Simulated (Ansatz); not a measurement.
## Pb in Ansatz: the effect of functional

The system is Pb.

```
Pb
1.0
    -2.00571    2.00571    2.00571
     2.00571   -2.00571    2.00571
     2.00571    2.00571   -2.00571
Pb
1
Direct
  0.00000 0.00000 0.00000
```

This isn't the form of Pb at room conditions, which is fcc.

The cell isn't the ideal one: volume scaled by 1.04.

Alike in all runs:

| Quantity | Value |
| --- | --- |
| Program | Ansatz 0.2.0 |
| Task | single point |
| Potentials or basis | Ansatz PAW |
| k mesh | 9 × 9 × 9 |
| Occupations | fermi-dirac, width 0.05 eV |
| Spin | no spin polarisation |

```csv
functional,cutoff,pressure (GPa)
LDA,420 eV (not typed: the program's choice for these potentials),-4.6
PBEsol,420 eV (not typed: the program's choice for these potentials),?
r2SCAN,500 eV (not typed: the program's choice for these potentials),-1.9
```

Question: What does the run with functional PBEsol give?

Answer: Pressure -3.2 GPa.

Caveats: the PAW data sets come from PBE, with cores solved anew for the run's functional, which leaves a small shift of forces and pressure.
